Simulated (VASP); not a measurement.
**From an Ansatz input to VASP: MgO (database structure)**

Ansatz input

```yaml
crystal:
  lattice:
    - [3.4840796175, 0.0, 0.0]
    - [-1.7420398087, 3.0173014576, 0.0]
    - [0.0, 0.0, 4.1853171403]
  atoms:
    - { symbol: Mg, position: [0.6666666667, 0.3333333333, 0.75] }
    - { symbol: Mg, position: [0.3333333333, 0.6666666667, 0.25] }
    - { symbol: O, position: [0.6666666667, 0.3333333333, 0.25] }
    - { symbol: O, position: [0.3333333333, 0.6666666667, 0.75] }
kpoints:
  mp_grid: { grid: [12, 12, 6] }
  band_path:
    path:
      - [0.0, 0.0, 0.0]
      - [0.5, 0.0, 0.0]
      - [0.3333333333, 0.3333333333, 0.0]
      - [0.0, 0.0, 0.5]
      - [0.5, 0.0, 0.5]
      - [0.3333333333, 0.3333333333, 0.5]
    npoints: 1
hamiltonian:
  xc: r2scan
scf:
  occupations: { method: fixed }
  n_extra_bands: 5
output:
  forces: true
  stress: true
  eigenvalues: true
  write_density: true
  write_potential: true
  elf: true
  volumetric_format: npy
```

Question: Which VASP files do the same job?

Answer: 

INCAR

```
LWAVE = .FALSE.
LCHARG = .TRUE.
EDIFF = 1E-7
ALGO = Normal
PREC = Accurate
ISMEAR = 0
ENCUT = 520
NSW = 0
SIGMA = 0.01
LASPH = .TRUE.
NELM = 120
METAGGA = R2SCAN
NBANDS = 16
IBRION = -1
LELF = .TRUE.
LREAL = .FALSE.
ISIF = 2
```

KPOINTS

```
KPOINTS created by Atomic Simulation Environment
0
Gamma
12 12 6
0 0 0
```

KPOINTS_OPT

```
special points
6
Reciprocal
0.0000000000 0.0000000000 0.0000000000 1
0.5000000000 0.0000000000 0.0000000000 1
0.3333333333 0.3333333333 0.0000000000 1
0.0000000000 0.0000000000 0.5000000000 1
0.5000000000 0.0000000000 0.5000000000 1
0.3333333333 0.3333333333 0.5000000000 1
```

POSCAR

```
Mg O
 1.0000000000000000
     3.4840796174923616    0.0000000000000000    0.0000000000000000
    -1.7420398087461808    3.0173014575559547    0.0000000000000000
     0.0000000000000000    0.0000000000000000    4.1853171403049192
 Mg  O
   2   2
Cartesian
  1.7420398087461813  1.0057671525186518  3.1389878552286898
  0.0000000000000001  2.0115343050373036  1.0463292850762296
  1.7420398087461813  1.0057671525186518  1.0463292850762296
  0.0000000000000001  2.0115343050373036  3.1389878552286898
```

VASP ran with the recommended PBE PAW datasets (16 valence electrons in the cell). Other inputs would serve too.

|  | Ansatz | VASP |
| --- | --- | --- |
| gap between bands v and c | 4.09 eV | 4.08 eV |
| least direct gap | 4.09 eV | 4.08 eV |
| pressure | 0.0 GPa | -0.8 GPa |

The two codes use different PAW datasets and cutoffs. VASP's cell holds 16 valence electrons and Ansatz's 32. Ansatz's stress includes a Pulay correction; VASP's doesn't.
